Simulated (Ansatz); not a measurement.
The system is P.

```
P
1.0
     1.64774   -5.46504    0.00000
     1.64774    5.46504    0.00000
     0.00000    0.00000    4.54364
P
4
Direct
  0.90414 0.09586 0.58882
  0.09586 0.90414 0.41118
  0.59586 0.40414 0.08882
  0.40414 0.59586 0.91118
```

```yaml
Program: Ansatz 0.2.0
Task: relaxation of cell and atoms
Functional: PBEsol
Dispersion: D3(BJ)
Potentials_or_basis: Ansatz PAW
Cutoff: "420 eV (not typed: the program's choice for these potentials)"
k_mesh: 8 × 8 × 6
Occupations: fermi-dirac, width 0.05 eV
Spin: no spin polarisation
```

At the start: volume 20.46 Å³/atom.

Question: How do energy, volume and symmetry change on relaxing?

Answer: It ends after 11 steps and the volume is 15.78 Å³/atom (-22.9 %); space group Cmce (No. 64, to 0.05 Å).

The path:
```
step  energy change (eV)  largest force (eV/Å)  volume (Å³)
   1              0.0000                0.2960        81.83
   2             -0.1834                0.1370        72.87
   3             -0.2831                0.1911        67.09
   4             -0.3283                0.1486        64.63
   5             -0.3406                0.2600        62.88
   6             -0.3507                0.0716        62.94
   7             -0.3516                0.0013        63.14
   8             -0.3517                0.0048        63.17
   9             -0.3502                0.0051        63.17
  10             -0.3502                0.0003        63.12
  11             -0.3502                0.0003        63.12
```

Final structure:
```
CELL_PARAMETERS angstrom
1.66993 -4.95941 0.00000
1.66993 4.95941 0.00000
0.00000 0.00000 3.81085
ATOMIC_POSITIONS crystal
P 0.88886 0.11114 0.55532
P 0.11114 0.88886 0.44468
P 0.61114 0.38886 0.05532
P 0.38886 0.61114 0.94468
```

Caveat: the volume moved by over 15 % at a fixed basis, so the end points are rough; the plane-wave basis is chosen anew once the cell has moved, so the energies of steps on either side of that aren't comparable; pairwise dispersion overbinds metals, which lowers pressure and volume; the PAW data sets come from PBE, with cores solved anew for the run's functional, which leaves a small shift of forces and pressure.
